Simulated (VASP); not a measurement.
# Zn2Ga2O3 (P-6m2) in VASP: further runs

The runs below take Zn2Ga2O3 through relaxation of cell and atoms, with PBE.

Program: VASP 6.6.1. These are calculated values, not measurements. Logs are shortened: lines on timing, memory, paths and dates and some standing lists are left out, and cuts for length are marked.

### 1 The crystal as given

It takes space group P-6m2 (No. 187, hexagonal). The conventional cell has a = 3.315 Å, b = 3.315 Å, c = 10.539 Å, α = 90.00°, β = 90.00°, γ = 120.00°. Zn (site symmetry -6m2) is surrounded by 2 Ga at 2.47 Å. Around Zn (site symmetry -6m2) lie 3 O at 1.91 Å. Ga (site symmetry 3m) has 3 O at 1.99 Å as nearest neighbours. O (site symmetry 3m) is surrounded by 3 Ga at 1.99 Å and 1 Zn at 2.24 Å. Around O (site symmetry -6m2) lie 3 Zn at 1.91 Å.

The cell was built by a generator and needn't be a form met in nature.

### 2 Relaxation of cell and atoms, PBE

Input file INCAR:

```
PREC     = Accurate       # precision mode
ENCUT    = 520            # plane-wave cutoff, eV
EDIFF    = 1E-6           # SCF threshold, eV
ISMEAR   = 0              # smearing method
SIGMA    = 0.1            # smearing width, eV
LREAL    = F              # projectors in reciprocal space
LASPH    = T              # aspherical terms in the spheres
NELM     = 120            # most SCF steps
ALGO     = Normal         # electronic algorithm
ISIF     = 3              # what is computed and relaxed
LWAVE    = F              # write WAVECAR
LCHARG   = F              # write CHGCAR
GGA      = PE             # functional
IBRION   = 2              # ionic algorithm
NSW      = 90             # ionic steps
EDIFFG   = -0.01          # ionic threshold
KPAR     = 4
```

Input file KPOINTS:

```
regular mesh
0
Gamma
  10 10 4
```

Input file POSCAR:

```
Zn2Ga2O3
1.0
    3.3149294900      0.0000000000      0.0000000000
   -1.6574647400      2.8708131500      0.0000000000
    0.0000000000      0.0000000000     10.5390000000
Zn Ga O
2 2 3
Direct
    0.0000000000      0.0000000000      0.0000000000
    0.3333333300      0.6666666700      0.5000000000
    0.0000000000      0.0000000000      0.2347471300
    0.0000000000      0.0000000000      0.7652528700
    0.3333333300      0.6666666700      0.2878831000
    0.3333333300      0.6666666700      0.7121169000
    0.0000000000      0.0000000000      0.5000000000
```

Potentials or basis: VASP PAW PBE potentials, release 64 (Zn, Ga_d, O).

Launch:

```
cat potpaw_PBE.64/Zn/POTCAR potpaw_PBE.64/Ga_d/POTCAR potpaw_PBE.64/O/POTCAR > POTCAR
mpirun -np 4 vasp_std > vasp.out
```

OUTCAR:

```text
PREC = Accurate
   ENCUT = 520
   EDIFF = 1E-6
   ISMEAR = 0
   LREAL = F
   LASPH = T
   NELM = 120
   ISIF = 3
   GGA = PE
   IBRION = 2
   NSW = 90
   EDIFFG = -0.01

 ion  position               nearest neighbor table
   1  0.000  0.000  0.000-   3 2.47   4 2.47
   2  0.333  0.667  0.500-   7 1.91   7 1.91   7 1.91   5 2.24   6 2.24
   3  0.000  0.000  0.235-   5 1.99   5 1.99   5 1.99   1 2.47
   4  0.000  0.000  0.765-   6 1.99   6 1.99   6 1.99   1 2.47
   5  0.333  0.667  0.288-   3 1.99   3 1.99   3 1.99   2 2.24
   6  0.333  0.667  0.712-   4 1.99   4 1.99   4 1.99   2 2.24
   7  0.000  0.000  0.500-   2 1.91   2 1.91   2 1.91

  LATTYP: Found a hexagonal cell.
 ALAT       =     3.3149294900
 C/A-ratio  =     3.1792531430

  Lattice vectors:

 A1 = (   3.3149294900,   0.0000000000,   0.0000000000)
 A2 = (  -1.6574647400,   2.8708131500,   0.0000000000)
 A3 = (   0.0000000000,   0.0000000000,  10.5390000000)

Analysis of symmetry for initial positions (statically):
=====================================================================
 Subroutine PRICEL returns:
 Original cell was already a primitive cell.

 Routine SETGRP: Setting up the symmetry group for a
 hexagonal supercell.

 Subroutine GETGRP returns: Found 12 space group operations
 (whereof 12 operations were pure point group operations)
 out of a pool of 24 trial point group operations.

The static configuration has the point symmetry D_3h.

Analysis of symmetry for dynamics (positions and initial velocities):
=====================================================================
 Subroutine PRICEL returns:
 Original cell was already a primitive cell.

 Routine SETGRP: Setting up the symmetry group for a
 hexagonal supercell.

 Subroutine GETGRP returns: Found 12 space group operations
 (whereof 12 operations were pure point group operations)
 out of a pool of 24 trial point group operations.

The dynamic configuration has the point symmetry D_3h.

 Subroutine INISYM returns: Found 12 space group operations
 (whereof 12 operations are pure point group operations),
 and found     1 'primitive' translations

----------------------------------------------------------------------------------------

                                     Primitive cell

  volume of cell :     100.2948

  direct lattice vectors                    reciprocal lattice vectors
     3.314929490  0.000000000  0.000000000     0.301665542  0.174166681  0.000000000
    -1.657464740  2.870813150  0.000000000     0.000000000  0.348333363  0.000000000
     0.000000000  0.000000000 10.539000000     0.000000000  0.000000000  0.094885663

  length of vectors
     3.314929490  3.314929487 10.539000000     0.348333363  0.348333363  0.094885663

  position of ions in fractional coordinates (direct lattice)
     0.000000000  0.000000000  0.000000000
     0.333333330  0.666666670  0.500000000
     0.000000000  0.000000000  0.234747130
     0.000000000  0.000000000  0.765252870
     0.333333330  0.666666670  0.287883100
     0.333333330  0.666666670  0.712116900
     0.000000000  0.000000000  0.500000000

  ion indices of the primitive-cell ions
   primitive index   ion index
                 1           1
                 2           2
                 3           3
                 4           4
                 5           5
                 6           6
                 7           7

----------------------------------------------------------------------------------------

 KPOINTS: regular mesh

Automatic generation of k-mesh.
 Grid dimensions read from file:
 generate k-points for:   10   10    4

 Generating k-lattice:

  Cartesian coordinates                     Fractional coordinates (reciprocal lattice)
     0.030166554  0.017416668  0.000000000     0.100000000  0.000000000  0.000000000
     0.000000000  0.034833336  0.000000000     0.000000000  0.100000000  0.000000000
     0.000000000  0.000000000  0.023721416     0.000000000  0.000000000  0.250000000

  Length of vectors
     0.034833336  0.034833336  0.023721416

  Shift w.r.t. Gamma in fractional coordinates (k-lattice)
     0.000000000  0.000000000  0.000000000

 Subroutine IBZKPT returns following result:
 ===========================================

 Found     42 irreducible k-points:

 Following reciprocal coordinates:
            Coordinates               Weight
  0.000000  0.000000  0.000000      1.000000
  0.100000 -0.000000  0.000000      6.000000
  0.200000 -0.000000  0.000000      6.000000
  0.300000 -0.000000  0.000000      6.000000
  0.400000 -0.000000  0.000000      6.000000
  0.500000 -0.000000  0.000000      3.000000
[... 16 lines left out ...]
  0.300000  0.100000  0.250000     24.000000
  0.400000  0.100000  0.250000     24.000000
 [... further k-points ...]
   k-points           NKPTS =     42   k-points in BZ     NKDIM =     42   number of bands    NBANDS=     40
   number of dos      NEDOS =    301   number of ions     NIONS =      7
   total plane-waves  NPLWV =  62720
   dimension x,y,z NGX =    28 NGY =   28 NGZ =   80
   dimension x,y,z NGXF=    56 NGYF=   56 NGZF=  160
   ions per type =               2   2   3
   NGX,Y,Z   is equivalent  to a cutoff of  14.04, 14.04, 12.62 a.u.
   NGXF,Y,Z  is equivalent  to a cutoff of  28.08, 28.08, 25.24 a.u.
 SYSTEM =  unknown system
   PREC   = accura    normal or accurate (medium, high low for compatibility)
   ISTART =      0    job   : 0-new  1-cont  2-samecut
   ICHARG =      2    charge: 1-file 2-atom 10-const
   ISPIN  =      1    spin polarized calculation?
   LNONCOLLINEAR =      F non collinear calculations
   LSORBIT =      F    spin-orbit coupling
   LASPH  =      T    aspherical Exc in radial PAW
   ENCUT  =  520.0 eV  38.22 Ry    6.18 a.u.   6.16  6.16 19.60*2*pi/ulx,y,z
   NELM   =    120;   NELMIN=  2; NELMDL= -5     # of ELM steps
   EDIFF  = 0.1E-05   stopping-criterion for ELM
   LREAL  =      F    real-space projection
   EDIFFG = -.1E-01   stopping-criterion for IOM
   NSW    =     90    number of steps for IOM
   IBRION =      2    ionic relax: 0-MD 1-quasi-New 2-CG
   NFREE  =      1    steps in history (QN), initial steepest desc. (CG)
   ISIF   =      3    stress and relaxation
   ISYM   =      2    0-nonsym 1-usesym 2-fastsym
   POTIM  = 0.5000    time-step for ionic-motion
   TEBEG  =    0.0;   TEEND  =   0.0 temperature during run
   PSTRESS=    0.0 pullay stress
   NELECT =      68.0000    total number of electrons
   NUPDOWN=      -1.0000    fix difference up-down
   EMIN   =  10.00;   EMAX   =-10.00  energy-range for DOS
   EFERMI =   0.00;   METHOD = LEGACY
   ISMEAR =     0;   SIGMA  =   0.10  broadening in eV -4-tet -1-fermi 0-gaus
   EFERMI_NEDOS =   21; number of points for ismear=-14 and -15
   IALGO  =     38    algorithm
   IMIX   =      4    mixing-type and parameters
     AMIX     =   0.40;   BMIX     =  1.00
     AMIX_MAG =   1.60;   BMIX_MAG =  1.00
  volume/ion in A,a.u.               =      14.33        96.69
  Fermi-wavevector in a.u.,A,eV,Ry     =   1.438197  2.717798 28.142419  2.068409
  Thomas-Fermi vector in A             =   2.557190
   LORBIT       =      0    0 simple, 1 ext, 2 COOP (PROOUT), +10 PAW based schemes
   GGA     = PE    functional components
   LHFCALC =     F    Hartree Fock is set to
   AEXX    =    0.0000 exact exchange contribution
   IVDW    =     0    specifies the selected vdW correction
   LEPSILON=     F    determine dielectric tensor
   LRPA    =     F    only Hartree local field effects (RPA)
 conjugate gradient relaxation of ions
 non-spin polarized calculation
 Gauss-broadening in eV      SIGMA  =   0.10
  energy-cutoff  :      520.00
  volume of cell :      100.29
 maximum number of plane-waves:      2727
 NGX is ok and might be reduce to    28
   NGX = 13   NGY = 13   NGZ = 39

--------------------------------------- Ionic step        1  -------------------------------------------

 number of electron      68.0000023 magnetization

 Free energy of the ion-electron system (eV)
  ---------------------------------------------------
  ext. energy  EPLUGINS =         0.00000000
  ---------------------------------------------------
  free energy    TOTEN  =       -30.17818618 eV

  energy without entropy =      -30.17115672  energy(sigma->0) =      -30.17467145

------------------------ aborting loop because EDIFF is reached ----------------------------------------

  FORCE on cell =-STRESS in cart. coord.  units (eV):
  Direction    XX          YY          ZZ          XY          YZ          ZX
  --------------------------------------------------------------------------------------
  -------------------------------------------------------------------------------------
  Total       -0.1853696     -0.1853696      2.2360890     -0.0000000      0.0000000      0.0000000
  in kB       -2.9612181     -2.9612181     35.7207884     -0.0000000      0.0000000      0.0000000
  external PRESSURE =       9.9327841 kB  Pullay stress =       0.0000000 kB
[... 104 lines left out ...]
  FREE ENERGIE OF THE ION-ELECTRON SYSTEM (eV)
  ---------------------------------------------------
  free  energy   TOTEN  =       -30.2200681770 eV

  energy  without entropy=      -30.2126254614  energy(sigma->0) =      -30.21634682

[... ionic steps 4 to 16 ...]

--------------------------------------- Ionic step       17  -------------------------------------------

 number of electron      68.0000026 magnetization

------------------------ aborting loop because EDIFF is reached ----------------------------------------
[... 77 lines left out ...]
--------------------------------------- Ionic step       19  -------------------------------------------

 number of electron      68.0000026 magnetization

 Free energy of the ion-electron system (eV)
  ---------------------------------------------------
  ext. energy  EPLUGINS =         0.00000000
  ---------------------------------------------------
  free energy    TOTEN  =       -30.30823414 eV

  energy without entropy =      -30.29662237  energy(sigma->0) =      -30.30242826

 E-fermi :   2.6342     XC(G=0): -10.3561

 val. band max:        2.6299872138   @ k =   0.3000   0.3000   0.0000
 cond. band min:       2.6872674871   @ k =   0.4000   0.1000   0.0000
 fundamental gap:      0.0572802733
 Fermi energy:         2.6341902564

 k-point     1 :       0.0000    0.0000    0.0000
  band No.  band energies     occupation
      1     -16.7491      2.00000
      2     -16.7218      2.00000
      3     -15.1370      2.00000
      4     -12.0543      2.00000
      5     -12.0543      2.00000
      6     -12.0543      2.00000
[... 1021 lines left out ...]
     39       8.2698      0.00000
     40       8.8784      0.00000

 [... further k-points ...]

------------------------ aborting loop because EDIFF is reached ----------------------------------------

  FORCE on cell =-STRESS in cart. coord.  units (eV):
  Direction    XX          YY          ZZ          XY          YZ          ZX
  --------------------------------------------------------------------------------------
  -------------------------------------------------------------------------------------
  Total       -0.0385994     -0.0385994      0.0332221     -0.0000000      0.0000000     -0.0000000
  in kB       -0.6031830     -0.6031830      0.5191528     -0.0000000      0.0000000     -0.0000000
  external PRESSURE =      -0.2290711 kB  Pullay stress =       0.0000000 kB
[... 22 lines left out ...]
  FREE ENERGIE OF THE ION-ELECTRON SYSTEM (eV)
  ---------------------------------------------------
  free  energy   TOTEN  =       -30.3082341390 eV

  energy  without entropy=      -30.2966223743  energy(sigma->0) =      -30.30242826

 reached required accuracy - stopping structural energy minimisation
```

Wall time 9.2 min (4 MPI ranks of Intel Xeon Platinum 8488C (Sapphire Rapids), shared host); peak memory 0.34 GiB.

Results:

```
Free energy                            : -30.3082 eV
Relaxed volume                         : 14.65 Å³/atom
Relaxed cell                           : a = 3.219 Å, b = 3.219 Å, c = 11.424 Å, α = 90.00°, β = 90.00°, γ = 120.00°
Space group after relaxing (to 0.05 Å) : P-6m2 (No. 187)
Energy gained by relaxing              : 18.6 meV/atom
Ionic steps                            : 19
Pressure after relaxing                : 0.0 GPa
Largest force after relaxing           : 0.010 eV/Å
Band gap on the k mesh                 : none (metal or under the smearing width)
```

Forces in eV/Å, atoms in the order of the input:
```
Zn   0.000  0.000  0.000
Zn   0.000  0.000  0.000
Ga   0.000  0.000  0.002
Ga   0.000  0.000 -0.002
O    0.000  0.000 -0.010
O    0.000  0.000  0.010
O    0.000  0.000  0.000
```

The path:
| step | energy change (eV) | largest force (eV/Å) | pressure (GPa) | volume (Å³) |
| --- | --- | --- | --- | --- |
| 1 | 0.0000 | 0.1261 | 0.99 | 100.29 |
| 2 | -0.0286 | 0.1922 | -0.23 | 101.58 |
| 3 | -0.0419 | 0.2530 | -1.55 | 103.20 |
| 4 | -0.0622 | 0.3388 | -0.63 | 102.33 |
| 5 | -0.0704 | 0.4205 | 0.38 | 101.41 |
| 6 | -0.0877 | 0.2357 | 0.18 | 101.26 |
| 7 | -0.0944 | 0.3301 | 0.05 | 101.11 |
| 8 | -0.1062 | 0.2540 | 0.16 | 101.13 |
| 9 | -0.1211 | 0.0638 | 0.60 | 101.17 |
| 10 | -0.1276 | 0.0557 | -0.26 | 102.69 |
| 11 | -0.1276 | 0.0572 | -0.33 | 102.72 |
| 12 | -0.1289 | 0.1051 | 0.22 | 102.38 |
| 13 | -0.1290 | 0.0965 | 0.10 | 102.44 |
| 14 | -0.1298 | 0.0450 | -0.07 | 102.49 |
| 15 | -0.1299 | 0.0250 | -0.02 | 102.48 |
| 16 | -0.1300 | 0.0154 | 0.04 | 102.44 |
| 17 | -0.1300 | 0.0133 | 0.07 | 102.43 |
| 18 | -0.1300 | 0.0083 | -0.07 | 102.56 |
| 19 | -0.1300 | 0.0098 | -0.02 | 102.53 |

Final structure:
```yaml
crystal:
  lattice:
    - [3.21926, 0.00000, 0.00000]
    - [-1.60963, 2.78796, 0.00000]
    - [0.00000, 0.00000, 11.42350]
  atoms:
    - { symbol: Zn, position: [0.00000, 0.00000, 0.00000] }
    - { symbol: Zn, position: [0.33333, 0.66667, 0.50000] }
    - { symbol: Ga, position: [0.00000, 0.00000, 0.21766] }
    - { symbol: Ga, position: [0.00000, 0.00000, 0.78234] }
    - { symbol: O, position: [0.33333, 0.66667, 0.27923] }
    - { symbol: O, position: [0.33333, 0.66667, 0.72077] }
    - { symbol: O, position: [0.00000, 0.00000, 0.50000] }
```

Levels at points of the mesh, in eV from the Fermi level:
| k point | band 31 | band 32 | band 33 | band 34 | band 35 | band 36 | band 37 | band 38 |
| --- | --- | --- | --- | --- | --- | --- | --- | --- |
| (0.00, 0.00, 0.00) | -3.20 | -0.90 | -0.28 | 0.15 | 0.15 | 2.38 | 3.59 | 5.76 |
| (0.50, 0.00, 0.00) | -2.10 | -1.87 | -1.00 | -0.42 | -0.41 | 2.83 | 3.58 | 4.90 |
| (0.00, 0.00, 0.50) | -2.31 | -1.75 | 0.15 | 0.15 | 0.41 | 1.96 | 3.77 | 5.78 |
| (0.50, 0.00, 0.50) | -2.30 | -1.86 | -1.05 | -0.40 | -0.36 | 2.80 | 3.54 | 4.99 |

### 3 Relaxation of cell and atoms, PBE

This run uses another cell than the first one, of 14.65 Å³/atom, 1.022 times its volume.

Changes to INCAR since step 2:

```diff
@@ -2,3 +2,3 @@
 ENCUT    = 520            # plane-wave cutoff, eV
-EDIFF    = 1E-6           # SCF threshold, eV
+EDIFF    = 1E-7           # SCF threshold, eV
 ISMEAR   = 0              # smearing method
@@ -14,4 +14,5 @@
 IBRION   = 2              # ionic algorithm
-NSW      = 90             # ionic steps
-EDIFFG   = -0.01          # ionic threshold
+NSW      = 60             # ionic steps
+EDIFFG   = -0.005         # ionic threshold
+POTIM    = 0.3            # step
 KPAR     = 4
```

KPOINTS is that of step 2.

Input file POSCAR:

```
Zn2Ga2O3                                
1.0
    3.2192610251     -0.0000000002     -0.0000000000
   -1.6096305078      2.7879618291      0.0000000000
   -0.0000000000      0.0000000000     11.4235044859
  Zn              Ga              O             
     2     2     3
Direct
     0.0000000000000000    0.0000000000000000    0.0000000000000000
     0.3333333300000021    0.6666666699999979    0.5000000000000000
     0.0000000000000000    0.0000000000000000    0.2176637094832317
     0.0000000000000000    0.0000000000000000    0.7823362905167681
     0.3333333300000021    0.6666666699999979    0.2792276024059481
     0.3333333300000021    0.6666666699999979    0.7207723975940519
     0.0000000000000000    0.0000000000000000    0.5000000000000000
```

Potentials or basis: VASP PAW PBE potentials, release 64 (Zn, Ga_d, O).

Launch:

```
cat potpaw_PBE.64/Zn/POTCAR potpaw_PBE.64/Ga_d/POTCAR potpaw_PBE.64/O/POTCAR > POTCAR
mpirun -np 4 vasp_std > vasp.out
```

Run time: 6 min. Hardware: 4 MPI ranks of Intel Xeon Platinum 8488C (Sapphire Rapids), shared host; peak memory 0.32 GiB.

The run converged. Its results:

```yaml
Free_energy: -30.3178 eV
Relaxed_volume: 14.75 Å³/atom
Relaxed_cell: a = 3.213 Å, b = 3.213 Å, c = 11.549 Å, α = 90.00°, β = 90.00°, γ = 120.00°
Space_group_after_relaxing_to_0.05_Å: P-6m2 (No. 187)
Energy_gained_by_relaxing: 0.3 meV/atom
Ionic_steps: 16
Pressure_after_relaxing: 0.0 GPa
Largest_force_after_relaxing: 0.004 eV/Å
Band_gap_on_the_k_mesh: none (metal or under the smearing width)
```

Forces on the atoms (eV/Å):
```
Zn   0.000  0.000  0.000
Zn   0.000  0.000  0.000
Ga   0.000  0.000 -0.004
Ga   0.000  0.000  0.004
O    0.000  0.000  0.001
O    0.000  0.000 -0.001
O    0.000  0.000  0.000
```

Step by step:
```
step  energy change (eV)  largest force (eV/Å)  pressure (GPa)  volume (Å³)
   1              0.0000                0.0100            0.12       102.53
   2             -0.0003                0.0130            0.09       102.63
   3             -0.0005                0.0291           -0.06       102.86
   4             -0.0006                0.0303           -0.01       102.83
   5             -0.0008                0.0320            0.06       102.79
   6             -0.0009                0.0353            0.21       102.71
   7             -0.0010                0.0325            0.19       102.72
   8             -0.0011                0.0242            0.16       102.77
   9             -0.0013                0.0245            0.14       102.85
  10             -0.0015                0.0422            0.05       103.02
  11             -0.0016                0.0355            0.00       103.07
  12             -0.0017                0.0265           -0.01       103.15
  13             -0.0018                0.0088           -0.06       103.30
  14             -0.0018                0.0071           -0.08       103.31
  15             -0.0018                0.0065            0.03       103.24
  16             -0.0018                0.0039           -0.01       103.26
```

Final structure:
```cif
data_structure
_symmetry_space_group_name_H-M 'P 1'
_symmetry_Int_Tables_number 1
_cell_length_a 3.2132
_cell_length_b 3.2132
_cell_length_c 11.5488
_cell_angle_alpha 90.000
_cell_angle_beta 90.000
_cell_angle_gamma 120.000
_cell_volume 103.26
loop_
_atom_site_label
_atom_site_type_symbol
_atom_site_fract_x
_atom_site_fract_y
_atom_site_fract_z
_atom_site_occupancy
Zn1 Zn 0.00000 0.00000 0.00000 1
Zn2 Zn 0.33333 0.66667 0.50000 1
Ga1 Ga 0.00000 0.00000 0.21564 1
Ga2 Ga 0.00000 0.00000 0.78436 1
O1 O 0.33333 0.66667 0.27703 1
O2 O 0.33333 0.66667 0.72297 1
O3 O 0.00000 0.00000 0.50000 1
```

Levels at points of the mesh, in eV from the Fermi level:
| k point | band 32 | band 33 | band 34 | band 35 | band 36 | band 37 |
| --- | --- | --- | --- | --- | --- | --- |
| (0.00, 0.00, 0.00) | -0.94 | -0.26 | 0.15 | 0.15 | 2.36 | 3.48 |
| (0.50, 0.00, 0.00) | -1.88 | -0.99 | -0.42 | -0.42 | 2.82 | 3.60 |
| (0.00, 0.00, 0.50) | -1.75 | 0.15 | 0.15 | 0.37 | 1.96 | 3.68 |
| (0.50, 0.00, 0.50) | -1.88 | -1.05 | -0.41 | -0.37 | 2.80 | 3.56 |
